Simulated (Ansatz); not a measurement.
# Si in place of C at several sites of C(111) slab, H on both faces (96 atoms), part 2 of 3

Aim: make Si in place of C at several sites of C(111) slab, H on both faces (96 atoms), relax each, and compare their energies.

Ansatz 0.2.0; Kohn-Sham DFT, PBE+D4, PAW (set soft_2), plane waves.

The cell: 64 C and 32 H. The Brillouin zone is sampled at Γ only, in a cell whose shortest periodic width is 9 Å.

So far. Step 2 (Single point at the start): The r.m.s. force at the start is 1.0 eV/Å. Step 3 (Relaxation): The relaxation converged after 4 steps, 2.46 eV below its start, with a largest force component of 0.026 eV/Å.

### 4. Single point at the relaxed geometry

One more single point at the end of the walk gives the fuller output and checks the residual forces.

input.yaml reads:

```yaml
crystal:
  lattice:
    - [10.089, 0.0, 0.0]
    - [-5.0445, 8.73733, 0.0]
    - [0.0, 0.0, 16.75426]
  atoms:
    - { symbol: C, position: [0.33375, 0.91691, 0.4538] }
    - { symbol: C, position: [0.25046, 0.0003, 0.42499] }
    - { symbol: C, position: [0.1671, 0.83361, 0.57546] }
    - { symbol: C, position: [0.33377, 0.91694, 0.54663] }
    - { symbol: C, position: [0.33367, 0.6669, 0.45383] }
    - { symbol: C, position: [0.25035, 0.75024, 0.42497] }
    [... 84 atom lines left out ...]
    - { symbol: H, position: [0.75037, 0.25028, 0.35877] }
    - { symbol: H, position: [0.66732, 0.08384, 0.6416] }
    - { symbol: H, position: [0.00033, 0.50026, 0.35878] }
    - { symbol: H, position: [0.91705, 0.33334, 0.64157] }
    - { symbol: H, position: [0.00043, 0.25009, 0.35879] }
    - { symbol: H, position: [0.91668, 0.08356, 0.64157] }
kpoints:
  mp_grid: { grid: [1, 1, 1] }
hamiltonian:
  xc: pbe
  dispersion: d4
scf:
  occupations: { method: fixed }
output:
  forces: true
  populations: true
  dos:
    method: { smearing: { sigma: 0.1 } }
    de: 0.1
    projected:
      site_lists:
        C: [C]
        H: [H]
        slab: [0, 1, 2, 3, 4, 5, 6, 7, 8, 9, 10, 11, 12, 13, 14, 15, 16, 17, 18, 19, 20, 21, 22, 23, 24, 25, 26, 27, 28, 29, 30, 31, 32, 33, 34, 35, 36, 37, 38, 39, 40, 41, 42, 43, 44, 45, 46, 47, 48, 49, 50, 51, 52, 53, 54, 55, 56, 57, 58, 59, 60, 61, 62, 63]
        hydrogen: [64, 65, 66, 67, 68, 69, 70, 71, 72, 73, 74, 75, 76, 77, 78, 79, 80, 81, 82, 83, 84, 85, 86, 87, 88, 89, 90, 91, 92, 93, 94, 95]
  eigenvalues: true
  write_density: true
  write_potential: true
  volumetric_format: npy
  elf: true
```

Run with:

```sh
> ansatz run input.yaml --threads 4 --pin off --max-ram 8192MiB --backend cpu --events-out ev --progress --plain --runs-dir out
```

Numbers of over 12 decimals in the logs are rounded to 6 here.

Output:

```text
[...]
Crystal: 96 atoms, lattice volume = 1476.903 Å³
Basis set: ecut = 420 eV, 28867 PW (Γ), exchange–correlation on 144×144×240 points (8 copies of the dense FFT grid, shifted against one another)
Bands: 240, of which v1, the nominal top of the filled ones, is band 144 counted from 1 (143 counted from 0)
Symmetry: 1 space group operations
[...]
k-points: 1
[...]
SCF iter   1: F=—  HF=-16578.986741 eV  |F-HF|=—  |Δ(HF+E_count)|=         —  Δρ=3.21e-3  dr2=2.82e-1  ethr=1.77e-3  ⟨swp⟩=6.0  Hψ=1013  notcnv=0  defer=94
[...]
SCF iter   7: F=-16578.977069 eV  HF=-16578.977069 eV  |F-HF|=4.60e-8  |Δ(HF+E_count)|=   9.65e-8  Δρ=1.47e-6  dr2=1.49e-8  ethr=3.47e-11  ⟨swp⟩=38.0  Hψ=3262  notcnv=0
SCF 1 converged in 7 iterations: F = -16578.977069 eV  dr2 = 1.49e-8
[...]
WARN: The output density's exchange-correlation potential varies sharply where the density is thin. Do not read a vacuum level from v_tot or v_xc, or from such a field of the output density. On a cell that repeats whose density bears no net charge and no dipole along the vacuum's axis use v_es (v_loc + v_h of the components); [...]
SCF converged after 7 iterations
Free energy (F): -16578.977069 eV
[...]
Internal energy: -16578.977069 eV  (E = F + TS)
E sigma→0 (E₀):  -16578.977069 eV
Fermi energy:    0.322560 eV
[...]
--- Forces (eV/Å), atoms counted from 1 ---
  atom   1  C     -0.00489125     0.00441934     0.00168302
  atom   2  C     -0.01024681    -0.01122677     0.00049304
  atom   3  C      0.00410571    -0.00159744     0.00936981
  atom   4  C      0.00117430     0.00130223    -0.00310248
  atom   5  C      0.00795211    -0.00575038    -0.01351559
  atom   6  C      0.01025760    -0.00005766    -0.00517248
  atom   7  C     -0.00224685    -0.00800821     0.01533033
  atom   8  C     -0.00086588     0.00363520     0.00700050
  atom   9  C      0.00974467     0.00014841     0.01031026
  atom  10  C     -0.00083422     0.01553068     0.00004575
  atom  11  C     -0.00653989    -0.01168510     0.00725018
  atom  12  C     -0.00582562    -0.00070910    -0.02521815
  atom  13  C     -0.01121252     0.00438942    -0.00675691
  atom  14  C      0.02288366     0.01642974    -0.00666688
[...]
atom  95  H      0.00132599     0.00231544     0.00303441
  atom  96  H      0.00829246    -0.00012879    -0.00224771
  max |Σ_I F_I| component: 1.96e-5 eV/Å
--- Band table (eV) ---
[...]
--- Löwdin populations: 96 sites ---
  site symbol       q [e]
     0      C      3.9632
     1      C      4.1307
     2      C      4.1307
[...]
95      H      0.8533
  spilling = 0.005893 (of n_electrons = 288.000000)
```

Run time: 17 s. Hardware: 4 threads of Arm Neoverse V1, shared host; peak memory 1.4 GiB.

The program notes that the exchange-correlation potential is rough where the density is thin.

The run gave:

| Item | Value |
| --- | --- |
| free energy | -16578.9771 eV |
| free energy per atom | -172.6977 eV/atom |
| SCF cycles | 7 |
| r.m.s. force component | 0.00755 eV/Å |
| longest force | 0.02895 eV/Å |
| Fermi energy | 0.3226 eV |
| gap (highest filled to lowest empty level) | 3.04 eV |
| potential in mid-vacuum, over the Fermi level | 4.09 eV |
| potential 4.5 Å over the upper face | 4.09 eV |
| potential 4.5 Å under the lower face | 4.09 eV |
| spilling of the projection | 0.005893 |

Löwdin charges by element (they lack the spilled electrons, 0.018 e an atom on average):

```
element  coordination  atoms  mean charge (e)  spread   least    most
      C           all     64          -0.0469  0.0837  -0.131  0.0369
      H           all     32            0.147  1.0e-4   0.147   0.147
```

By region:

```
  region  atoms  mean length of the force (eV/Å)
    slab     64                            0.014
hydrogen     32                            0.007
```

Density of states as counts of states in windows of 1 eV (from the Fermi level), total and the larger projections:

```
from (eV)  to (eV)  total  slab   C p  H s  hydrogen   C s
      -18      -17    0.9   0.9   0.2  0.1       0.1   0.7
      -17      -16    1.3   1.2   0.2  0.1       0.1   0.9
      -16      -15   24.0  22.6   8.7  1.2       1.2  14.0
      -15      -14    6.0   5.8   1.9  0.1       0.1   4.0
      -14      -13    6.5   6.1   3.2  0.4       0.4   2.9
      -13      -12   11.5  10.5   4.4  0.9       0.9   6.1
      -12      -11    9.1   8.2   5.4  0.8       0.8   2.8
      -11      -10   17.6  16.6   9.8  1.0       1.0   6.8
      -10       -9   11.3   9.1   7.3  1.9       1.9   1.9
       -9       -8   12.0  11.5   8.5  0.4       0.4   3.1
       -8       -7   11.2   9.2   8.5  1.9       1.9   0.7
       -7       -6   33.0  30.6  27.0  2.2       2.2   3.6
       -6       -5   29.8  24.5  22.1  5.2       5.2   2.4
       -5       -4   30.0  26.4  24.9  3.5       3.5   1.5
       -4       -3   19.7  18.7  18.7  1.0       1.0   0.0
       -3       -2   17.9  15.5  15.4  2.4       2.4   0.1
       -2       -1   28.3  24.6  24.3  3.7       3.7   0.3
       -1        0    1.1   1.1   1.1  0.0       0.0   0.0
        0        1    2.9   2.9   2.9  0.0       0.0   0.0
        1        2    0.0   0.0   0.0  0.0       0.0   0.0
        2        3    0.2   0.0   0.0  0.1       0.1   0.0
        3        4    3.8   0.5   0.4  0.8       0.8   0.1
        4        5   25.2   5.6   3.6  6.1       6.1   2.1
```

With fixed occupations the program's Fermi level is the highest filled level; weight inside the gap is the broadening of levels at its edges.

Between -20 and -18 eV lie 14 more states.

The levels nearest the highest filled one (over half full), pooled over k-points and spins:

```
level less the highest filled one (eV)  occupation
                                 -1.75           2
                                 -1.74           2
                                 -1.40           2
                                 -1.40           2
                               -9.0e-4           2
                                     0           2
                                  3.04           0
                                  3.49           0
                                  4.62           0
                                  4.62           0
                                  4.62           0
                                  4.62           0
```

Planar average of the electrostatic potential energy along the normal, with the Fermi level as zero, after a running mean with a triangular window 4 Å wide at its base:

```
height (Å)  potential energy (eV)
       0.0                   4.09
       0.4                   4.09
       1.0                   4.09
       1.4                   4.09
       2.0                   4.09
       2.4                   4.09
       2.8                   4.08
       3.4                   4.06
       3.8                   4.00
       4.3                   3.67
       4.7                   3.18
       5.2                   2.15
       5.7                  -0.55
       6.1                  -3.13
       6.7                  -6.41
       7.1                  -8.52
       7.5                  -9.86
       8.1                 -10.37
       8.5                 -10.38
       9.1                 -10.11
       9.5                  -9.10
       9.9                  -7.21
      10.5                  -4.01
      10.9                  -1.45
      11.4                   1.59
      11.9                   2.91
      12.3                   3.53
      12.8                   3.94
      13.3                   4.05
      13.8                   4.08
      14.2                   4.09
      14.7                   4.09
      15.2                   4.09
      15.6                   4.09
      16.2                   4.09
      16.6                   4.09
```

ELF in the ca plane at fractional y = 0.000, with atoms of C and H within 0.2 Å of it. It is the smooth field of the valence electrons, not physical close to the nuclei.

Values in units of 1e-1, 13 rows by 16 columns, each cell a mean:
```
0.0 0.0 0.0 0.0 2.9 8.5 6.4 5.2 2.0 2.6 1.3 0.3 0.0 0.0 0.0 0.0
0.0 0.0 0.0 0.0 0.1 0.9 3.2 5.2 6.0 7.1 6.1 1.6 0.0 0.0 0.0 0.0
0.0 0.0 0.0 0.0 2.9 8.6 6.4 5.1 2.0 2.5 1.3 0.3 0.0 0.0 0.0 0.0
0.0 0.0 0.0 0.1 3.9 9.6 6.3 4.5 1.1 1.4 0.6 0.2 0.0 0.0 0.0 0.0
0.0 0.0 0.0 0.0 0.3 1.9 3.7 5.4 5.6 6.7 5.6 1.4 0.0 0.0 0.0 0.0
0.0 0.0 0.0 0.0 1.8 6.5 5.8 5.6 3.3 4.1 2.6 0.6 0.0 0.0 0.0 0.0
0.0 0.0 0.0 0.1 4.5 9.9 6.1 3.9 0.6 0.7 0.2 0.1 0.0 0.0 0.0 0.0
0.0 0.0 0.0 0.0 0.9 4.0 4.7 5.6 4.6 5.7 4.3 1.1 0.0 0.0 0.0 0.0
0.0 0.0 0.0 0.0 0.9 4.1 4.8 5.6 4.6 5.6 4.2 1.1 0.0 0.0 0.0 0.0
0.0 0.0 0.0 0.1 4.5 9.9 6.1 3.9 0.6 0.7 0.2 0.1 0.0 0.0 0.0 0.0
0.0 0.0 0.0 0.0 1.8 6.4 5.8 5.6 3.3 4.2 2.7 0.6 0.0 0.0 0.0 0.0
0.0 0.0 0.0 0.0 0.3 1.9 3.7 5.4 5.6 6.7 5.6 1.5 0.0 0.0 0.0 0.0
0.0 0.0 0.0 0.1 4.0 9.7 6.3 4.4 1.0 1.3 0.5 0.1 0.0 0.0 0.0 0.0
```
Columns run along c (16.8 Å), rows up along a (10.1 Å). Atoms in or near the plane, at fractional coordinates: C at (0.42, 0.25), C at (0.42, 0.50), C at (0.42, 0.75), C at (0.42, 0.00), H at (0.36, 0.25), H at (0.36, 0.50), H at (0.36, 0.75), H at (0.36, 0.00).

Valence density in the ca plane at fractional y = 0.000, with atoms of C and H within 0.2 Å of it. It is the smooth field of the valence electrons, not physical close to the nuclei.

Ten even steps from '0' (0.0 e/Å³) to '9' (1.8 e/Å³), each cell a mean:
```
00000000000000036789510011000000000000000000
00000000000000001246421233210000000000000000
00000000000000000124322477311000000000000000
00000000000000000134322355310000000000000000
00000000000000013467411122100000000000000000
00000000000000159999510000000000000000000000
00000000000000036789510011000000000000000000
00000000000000001246421233210000000000000000
00000000000000000123322477311000000000000000
00000000000000000134322355310000000000000000
00000000000000013467411122100000000000000000
00000000000000159999510000000000000000000000
00000000000000036789510011000000000000000000
00000000000000001246421233210000000000000000
00000000000000000124322477311000000000000000
00000000000000000134322355310000000000000000
00000000000000013467411122100000000000000000
00000000000000159999510000000000000000000000
00000000000000036789510011000000000000000000
00000000000000001246421233210000000000000000
00000000000000000124322477311000000000000000
00000000000000000134322355310000000000000000
00000000000000013467411122100000000000000000
00000000000000159999510000000000000000000000
```
Columns run along c (16.8 Å), rows up along a (10.1 Å). Atoms in or near the plane, at fractional coordinates: C at (0.42, 0.25), C at (0.42, 0.50), C at (0.42, 0.75), C at (0.42, 0.00), H at (0.36, 0.25), H at (0.36, 0.50), H at (0.36, 0.75), H at (0.36, 0.00).

Filled and empty levels are parted by 3.04 eV at Γ alone; the mesh holds the band edges only if they fold onto it, so the gap at this level can be narrower or closed, and states at the surface or the caps may set it. Mean Löwdin charges: C -0.05, H +0.15 e (they miss 0.59 % of the electrons, so they add up to more than the cell's charge). Charges this small depend on the projection, at times even in sign. The potential stands 4.09 eV above the highest filled level over the upper face and 4.09 eV under the lower one, a reading of the ionisation potential at this level on the run's k-points.

(Part 2 of 3 ends here.)

[Logs are printed without paths, hosts, clocks, repeated set-up lines and the standing remarks that a program may print on its own settings, such as how far it seeks lower states.]

[Hosts, paths, dates, database ids (printed as entryN), source tags and the programs' standing remarks are cut or masked in the printed files.]
